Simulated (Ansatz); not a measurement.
# MoS2 (Fm-3m) in Ansatz: further runs

The runs below take MoS2 through single point, with PBEsol+U, PBE+U.

All numbers are computed with Ansatz 0.2.0; they aren't measurements. Logs are shortened: lines on timing, memory, paths and dates and some standing lists are left out, and cuts for length are marked.

### Step 1. The crystal as given

It takes space group Fm-3m (No. 225, cubic). Conventional cell: a = 5.992 Å, b = 5.992 Å, c = 5.992 Å, α = 90.00°, β = 90.00°, γ = 90.00°. Mo (site symmetry m-3m) is surrounded by 8 S at 2.59 Å. S (site symmetry -43m) has 4 Mo at 2.59 Å as nearest neighbours.

Measurements of this composition are mostly on another form, of space group No. 194.

### Step 2. Single point, PBEsol+U, collinear spin, ferromagnetic start

The input, input.yaml:

```yaml
crystal:
  lattice:
    - [0.0, 2.99595142, 2.99595142]
    - [2.99595142, 0.0, 2.99595142]
    - [2.99595142, 2.99595142, 0.0]
  atoms:
    - { symbol: Mo, position: [0.0, 0.0, 0.0], spin: 2.0 }
    - { symbol: S, position: [0.25, 0.25, 0.25] }
    - { symbol: S, position: [0.75, 0.75, 0.75] }
hamiltonian:
  xc: pbesol
  pseudopotentials: { kind: paw }
  hubbard: { sites: [{ species: Mo, l: d, u_eff: 6.0 }] }
magnetization:
  spin_polarized: true
  initial_magnetization: 2.0
  spin_locking: { lock_magnetization: hard }
kpoints:
  mp_grid: { grid: [6, 6, 6] }
scf:
  occupations: { method: gaussian, width: 0.05 }
output:
  forces: true
  stress: true
  eigenvalues: true
```

Potentials or basis: Ansatz PAW.

Command:

```console
> ansatz run input.yaml --threads 2 --pin off --max-ram 5632MiB --backend cpu --events-out ev --progress --plain --runs-dir out
```

Standard output:

```text
Warning: output.stress: scf.convergence.dr2_threshold = 1e-7 eV (the SCF's general default) is looser than the 3e-10 eV advised for a printed stress (1e-10 eV for each atom of the cell: 3). What an SCF threshold leaves in a stress goes as its square root, and in the free energy as the threshold itself, and one threshold admits the most on a small cell: of the crystals measured, under no hybrid functional and no lock of the moments, on runs that ended without the residual-converged pass, on stresses that held no estimate of that error, the worst erred by over 100 MPa in a component at 1e-7 eV an atom and by under 5 at 1e-10. Set scf.convergence.dr2_threshold to 3e-10 eV or tighter. The threshold is an SCF's pass mark: one that does not reach it within its budget of iterations ends unconverged, or closes short of it on a stop that the run arms, and scf.convergence.dr2_threshold's page says what that costs each kind of run
Warning: RAYON_NUM_THREADS=2 ignored (pool sized by the plan → 2); use --threads N
Mo: projections on atomic orbitals take those of the free atom [Ar 3d10] 4s2 4p6 4d5 5s1, of charge +0.00 (hamiltonian.pseudopotentials.projection_atoms); the dataset's partial waves leave at most 6.0e-6 of an orbital's norm unspanned inside its sphere
S: projections on atomic orbitals take those of the free atom [Ne] 3s2 3p4, of charge +0.00 (hamiltonian.pseudopotentials.projection_atoms); the dataset's partial waves leave at most 1.6e-7 of an orbital's norm unspanned inside its sphere
Engine: ansatz 0.2.0, aarch64-unknown-linux-gnu
Pseudopotentials: kind: paw
Pseudopotential: Mo, paw, valence charge 14, recommended cutoff 420 eV (normal), Mo.paw.azcp
Pseudopotential: S, paw, valence charge 6, recommended cutoff 420 eV (normal), S.paw.azcp
Functional definition: PBEsol
  exchange = pbesol_x
  correlation = pbesol_c
Crystal: 3 atoms, lattice volume = 53.782 Å³
Basis set: ecut = 420 eV, 1067 PW (Γ), exchange–correlation on 60×60×60 points (8 copies of the dense FFT grid, shifted against one another)
Bands: 18, of which v1, the nominal top of the filled ones, is band 13 counted from 1 (12 counted from 0)
Symmetry: 48 space group operations
Space group: Fm-3m (ITA 225), of the structure as read, at distance tolerance 3.8e-5 Å
Magnetic group: BNS 225.116 (UNI 1618), of the structure as read, at distance tolerance 3.8e-5 Å
k-points: 16 of 216
Non-local potential: Mo, projectors of the file, l = 0: 3, l = 1: 2, l = 2: 2, l = 3: 1
Non-local potential: S, projectors of the file, l = 0: 2, l = 1: 2, l = 2: 2
PAW form: soft (Blöchl's): semilocal exchange-correlation on the pseudo side does not see the compensation charge
PAW frozen core: Mo, regenerated for the run's functional, and the local potential with it (the file was generated under x = pbe(κ = 0.804, μ = 0.2195149727645171), c = pbe(β = 0.06672455060314922))
PAW frozen core: S, regenerated for the run's functional, and the local potential with it (the file was generated under x = pbe(κ = 0.804, μ = 0.2195149727645171), c = pbe(β = 0.06672455060314922))
PAW one-centre angular grid: Mo, 590 points (default); XC on 64 Gauss nodes
PAW one-centre angular grid: S, 110 points (default); XC on 64 Gauss nodes
Initial density: superposition of atomic densities (chi_scale 0.1, normalization cell)
Starting moments: Σ|m| = 2 μB on 1 of 3 sites
Initial wavefunctions: pseudopotential atomic-orbital guess
Functional: x = pbesol(κ = 0.804, μ = 0.12345679012345678), c = pbesol(β = 0.046)
SCF iter   1: F=—  HF=-6663.335576 eV  |F-HF|=—  |Δ(HF+E_count)|=         —  Δρ=5.81e-2 (↑5.81e-2 ↓4.85e-2)  dr2=7.65e0  dr2_m=4.12e-1  M=2.000 μB ∫|m|=2.632 μB  β_m=0.30  ethr=3.10e-3  ⟨swp⟩=5.5  Hψ=3045  notcnv=0
preconditioner: auto → none  [insulator: Δε(μ)=0.782 eV  Ē_g=8.554 eV  σ=0.050 eV  W_gap=1.00  n_scr=14 (ndim 8)  ℏωp=21.5 eV  f_vac=0.000  D(μ)=0.00/eV (n_scr^D=0)  ε∞_Penn≈7.3]
[... 36 lines left out ...]
SCF iter   2: F=—  HF=-6663.011646 eV  |F-HF|=—  |Δ(HF+E_count)|=   8.48e-6  Δρ=6.01e-5 (↑5.80e-5 ↓6.01e-5)  dr2=4.38e-6  dr2_m=8.97e-8  M=2.000 μB ∫|m|=3.509 μB  ethr=3.85e-6  ⟨swp⟩=1.0  Hψ=4802  notcnv=0
SCF iter   3: F=-6663.011644 eV  HF=-6663.011644 eV  |F-HF|=1.46e-8  |Δ(HF+E_count)|=   1.61e-6  Δρ=4.38e-6 (↑3.31e-6 ↓4.38e-6)  dr2=5.53e-9  dr2_m=5.22e-9  M=2.000 μB ∫|m|=3.509 μB  ethr=3.85e-10  ⟨swp⟩=1.8  Hψ=3437  notcnv=0
an SCF along what the orbitals of the run's state read of its open shells (or to have them read: on a GPU, or by another smearing), with 32 of the crystal's symmetry operations given up (30 k-points in place of 16), reached no lower state that the run goes on to. This is no proof of a minimum
SCF converged after 10 iterations
Stability checked in part: among states of this total moment the steps that led to this state did not find it unstable. No probe was made; neither looks for a lower state of another moment (fixed_total_moment; see scf.lower_state_search)
Magnetization: 2.0000 μB (14.0000 up, 12.0000 down)
Absolute magnetization: 3.5087 μB (∫|ρ↑−ρ↓|, with the PAW one-centre terms)
Spin contamination: 0.3793 ħ² per cell (⟨S²⟩ above its minimum at these occupations)
Per-site moments (μB) at R_I (Å): [(2.111925821304661, 1.0702601407674257), (-0.33627624364865394, 1.070260140767426), (-0.3362762436486539, 1.0702601407674257)]
Free energy (F): -6663.011637 eV
Harris-Foulkes:  -6663.011637 eV  (|F-HF|=3.02e-8)
Internal energy: -6663.010859 eV  (E = F + TS)
E sigma→0 (E₀):  -6663.011248 eV
Entropy (-TS):   -0.000778 eV (-0.259 meV/atom)
Fermi energy:    11.523234 (↑ 11.338099, ↓ 12.320855) eV
--- Per-component energies (eV) ---
  E_band       = -150.933324
  E_kinetic    = 654.584823
  E_local      = -1443.679660  (includes V_loc(G=0)·N_el)
  E_nonlocal   = 203.744272
  E_hartree    = 499.160080
  E_xc         = -374.505177
  E_vxc        = -402.990980  (∫ρ·V_xc dr)
  E_hubbard    = 4.460519  (on-site DFT+U / exact-exchange correction)
  E_vhub       = -5.417936  (the Hubbard potential's part of the band-sum identity)
  E_paw        = -4312.613717  (= ΣΔE_a)
  E_vpaw       = -155.499822  (= ΣTr[D̂ρ^β])
  E_aug_tail   = 0.000042  (compensation charges beyond the density's cutoff)
  E_ewald      = -1894.495239
  E_core_change = 0.333198  (= ΣΔE_core)
  E_smearing   = -0.000778  (= −TS)
  E_closure    = -0.000000  (closes the sum)
  Σ components = -6663.011637   (vs F -6663.011637, Δ=0.00e0)
--- Forces (eV/Å), atoms counted from 1 ---
  atom   1  Mo    -0.00000000     0.00000000     0.00000000
  atom   2  S      0.00000000     0.00000000     0.00000000
  atom   3  S      0.00000000     0.00000000    -0.00000000
  max |Σ_I F_I| component: 2.78e-17 eV/Å
--- Stress (GPa, compression-positive) ---
        1.352012      -0.000000      -0.000000
       -0.000000       1.352012      -0.000000
        0.000000       0.000000       1.352012
  P = ⅓ Tr σ = 1.3520 GPa (13.520 kbar)
--- Band table (eV; the first three rows and the last of 32) ---
  k-point 0 ↑: bands = ["-51.0800", "-25.2362", "-25.2362", "-25.2362", "-3.7570", "0.5674", "4.8159", "4.8159", "4.8159", "6.2315", "6.2315", "10.6717", "10.6717", "10.6717", "13.9191", "13.9191", "13.9191", "15.7006"]
  k-point 1 ↑: bands = ["-51.0798", "-25.2426", "-25.2372", "-25.2372", "-3.4961", "-0.0044", "4.9809", "4.9809", "5.7283", "6.1356", "6.1356", "9.6229", "10.4614", "10.4614", "12.5522", "13.5029", "13.5029", "16.6688"]
  k-point 2 ↑: bands = ["-51.0797", "-25.2555", "-25.2391", "-25.2391", "-2.8291", "-0.9500", "5.0636", "5.0636", "6.5109", "6.5109", "7.3778", "7.9022", "9.4054", "9.4054", "11.4135", "13.4740", "13.4740", "17.5077"]
  k-point 15 ↓: bands = ["-49.4928", "-23.5116", "-23.5013", "-23.4964", "-2.0651", "-1.6017", "4.6747", "5.6142", "6.8947", "8.5344", "9.5407", "11.4578", "13.7680", "13.9555", "14.2950", "14.6757", "15.2586", "17.5686"]
Occupation matrices written to <dir>
```

Run time: 19 s. Hardware: 2 threads of Arm Neoverse V1, shared host; peak memory 0.44 GiB.

What came out:

```
Free energy     : -6663.0116 eV
Pressure        : 1.4 GPa
Net moment      : 2.00 μB per cell
Absolute moment : 3.51 μB per cell
Site moments    : Mo +2.11; S -0.34 μB
```

Eigenvalues of the final occupation matrices:
| site | spin | trace | eigenvalues |
| --- | --- | --- | --- |
| site 1 | 1 | 3.79 | 0.61 0.61 0.61 0.97 0.97 |
| site 1 | 2 | 0.99 | 0.05 0.05 0.30 0.30 0.30 |

Caveat: the magnetic or orbital state may not be the lowest; the total moment is fixed, so each spin has its own Fermi level; the PAW data sets come from PBE, with cores solved anew for the run's functional, which leaves a small shift of forces and pressure; the thresholds are loose for stress.

### Step 3. Single point, PBE+U, collinear spin, random start

The input, input.yaml:

```yaml
crystal:
  lattice:
    - [0.0, 2.99595142, 2.99595142]
    - [2.99595142, 0.0, 2.99595142]
    - [2.99595142, 2.99595142, 0.0]
  atoms:
    - { symbol: Mo, position: [0.0, 0.0, 0.0], spin: 0.79 }
    - { symbol: S, position: [0.25, 0.25, 0.25] }
    - { symbol: S, position: [0.75, 0.75, 0.75] }
hamiltonian:
  xc: pbe
  pseudopotentials: { kind: paw }
  hubbard: { sites: [{ species: Mo, l: d, u_eff: 2.0 }] }
magnetization:
  spin_polarized: true
kpoints:
  mp_grid: { grid: [6, 6, 6] }
scf:
  occupations: { method: gaussian, width: 0.05 }
output:
  forces: true
  stress: true
  eigenvalues: true
```

Potentials or basis: Ansatz PAW.

Command:

```console
> ansatz run input.yaml --threads 2 --pin off --max-ram 5632MiB --backend cpu --events-out ev --progress --plain --runs-dir out
```

Standard output:

```text
Warning: RAYON_NUM_THREADS=2 ignored (pool sized by the plan → 2); use --threads N
Mo: projections on atomic orbitals take those of the free atom [Ar 3d10] 4s2 4p6 4d5 5s1, of charge +0.00 (hamiltonian.pseudopotentials.projection_atoms); the dataset's partial waves leave at most 6.0e-6 of an orbital's norm unspanned inside its sphere
S: projections on atomic orbitals take those of the free atom [Ne] 3s2 3p4, of charge +0.00 (hamiltonian.pseudopotentials.projection_atoms); the dataset's partial waves leave at most 1.6e-7 of an orbital's norm unspanned inside its sphere
[... 4 set-up lines as earlier in the session ...]
Functional definition: PBE
  parameter kappa = 0.804
  parameter beta = 0.06672455060314922
  exchange = pbe_x(kappa = kappa, mu = beta*pi^2/3)
  correlation = pbe_c(beta = beta)
Crystal: 3 atoms, lattice volume = 53.782 Å³
[... 67 lines left out ...]
  atom   1  Mo    -0.00000000     0.00000000    -0.00000000
  atom   2  S      0.00000000     0.00000000     0.00000000
  atom   3  S      0.00000000     0.00000000    -0.00000000
  max |Σ_I F_I| component: 9.25e-17 eV/Å
--- Stress (GPa, compression-positive) ---
        0.658276       0.000000       0.000000
       -0.000000       0.658276       0.000000
        0.000000       0.000000       0.658276
  P = ⅓ Tr σ = 0.6583 GPa (6.583 kbar)
--- Band table (eV; the first three rows and the last of 32) ---
  k-point 0 ↑: bands = ["-51.0256", "-25.1371", "-25.1371", "-25.1371", "-3.8041", "0.4048", "5.1958", "5.1958", "5.1958", "8.2420", "8.2420", "10.5981", "10.5981", "10.5981", "14.3570", "14.3570", "14.3570", "15.8723"]
  k-point 1 ↑: bands = ["-51.0254", "-25.1434", "-25.1380", "-25.1380", "-3.5468", "-0.0936", "5.3777", "5.3777", "5.9997", "7.9531", "7.9531", "9.6313", "10.5919", "10.5919", "12.9649", "13.9141", "13.9141", "16.8466"]
  k-point 2 ↑: bands = ["-51.0250", "-25.1562", "-25.1399", "-25.1399", "-2.8735", "-0.9948", "5.7232", "5.7232", "7.4457", "7.8098", "7.8098", "8.0497", "9.8302", "9.8302", "11.9149", "13.8849", "13.8849", "17.7122"]
  k-point 15 ↓: bands = ["-49.7508", "-23.7446", "-23.7348", "-23.7300", "-1.9651", "-1.5871", "4.7296", "5.6907", "6.9736", "8.3372", "9.0622", "11.6091", "12.4086", "12.9316", "13.0446", "13.5857", "14.7687", "17.4499"]
Occupation matrices written to <dir>
```

Run time: 2.5 s. Hardware: 2 threads of Arm Neoverse V1, shared host; peak memory 0.33 GiB.

What came out:

| Property | Result |
| --- | --- |
| Free energy | -6759.0019 eV |
| Pressure | 0.7 GPa |
| Band gap on the k mesh | none (metal or under the smearing width) |
| Net moment | 2.01 μB per cell |
| Absolute moment | 2.49 μB per cell |
| Site moments | Mo +1.67; S -0.10 μB |

Eigenvalues of the final occupation matrices:
| site | spin | trace | eigenvalues |
| --- | --- | --- | --- |
| site 1 | 1 | 3.52 | 0.53 0.53 0.53 0.96 0.96 |
| site 1 | 2 | 1.31 | 0.09 0.09 0.38 0.38 0.38 |

Caveat: the magnetic or orbital state may not be the lowest. The state reached can hang on the start; a lower one may exist.

### Step 4. Single point, PBE+U, collinear spin, random start

input.yaml: that of step 3 with these lines changed.

```diff
@@ -6,3 +6,3 @@
   atoms:
-    - { symbol: Mo, position: [0.0, 0.0, 0.0], spin: 0.79 }
+    - { symbol: Mo, position: [0.0, 0.0, 0.0], spin: -0.4 }
     - { symbol: S, position: [0.25, 0.25, 0.25] }
@@ -12,3 +12,3 @@
   pseudopotentials: { kind: paw }
-  hubbard: { sites: [{ species: Mo, l: d, u_eff: 2.0 }] }
+  hubbard: { sites: [{ species: Mo, l: d, u_eff: 5.0 }] }
 magnetization:
```

Command:

```console
> ansatz run input.yaml --threads 2 --pin off --max-ram 5632MiB --backend cpu --events-out ev --progress --plain --runs-dir out
```

Run time: 7.2 s. Hardware: 2 threads of Arm Neoverse V1, shared host; peak memory 0.43 GiB.

It converged, with:

```
Free energy            : -6756.5887 eV
Pressure               : 4.8 GPa
Band gap on the k mesh : none (metal or under the smearing width)
Net moment             : -2.03 μB per cell
Absolute moment        : 3.29 μB per cell
Site moments           : Mo -2.03; S +0.28 μB
```

Levels at points of the mesh, in eV from the Fermi level:
Spin up:
| k point | band 10 | band 11 | band 12 | band 13 | band 14 | band 15 |
| --- | --- | --- | --- | --- | --- | --- |
| (0.00, 0.00, 0.00) | -1.16 | -1.16 | -1.16 | 1.65 | 1.65 | 4.24 |
| (0.00, 0.00, -0.50) | -3.50 | -3.39 | -3.39 | 1.65 | 1.65 | 2.01 |
| (0.00, -0.50, -0.50) | -2.20 | -2.20 | 0.17 | 1.24 | 2.15 | 2.90 |
Spin down:
| k point | band 10 | band 11 | band 12 | band 13 | band 14 | band 15 | band 16 | band 17 | band 18 |
| --- | --- | --- | --- | --- | --- | --- | --- | --- | --- |
| (0.00, 0.00, 0.00) | -4.85 | -4.85 | -0.89 | -0.89 | -0.89 | 2.50 | 2.50 | 2.50 | 4.28 |
| (0.00, 0.00, -0.50) | -3.86 | -3.86 | -3.31 | -3.23 | -3.23 | -0.24 | 2.15 | 2.15 | 6.31 |
| (0.00, -0.50, -0.50) | -4.16 | -3.74 | -3.66 | -3.66 | -0.27 | 0.53 | 2.34 | 2.34 | 4.41 |

Eigenvalues of the final occupation matrices:
| site | spin | trace | eigenvalues |
| --- | --- | --- | --- |
| site 1 | 1 | 1.05 | 0.06 0.06 0.31 0.31 0.31 |
| site 1 | 2 | 3.73 | 0.59 0.59 0.59 0.97 0.97 |

Caveat: the magnetic or orbital state may not be the lowest. The state reached can hang on the start; a lower one may exist.

[end of part 1 of 2]
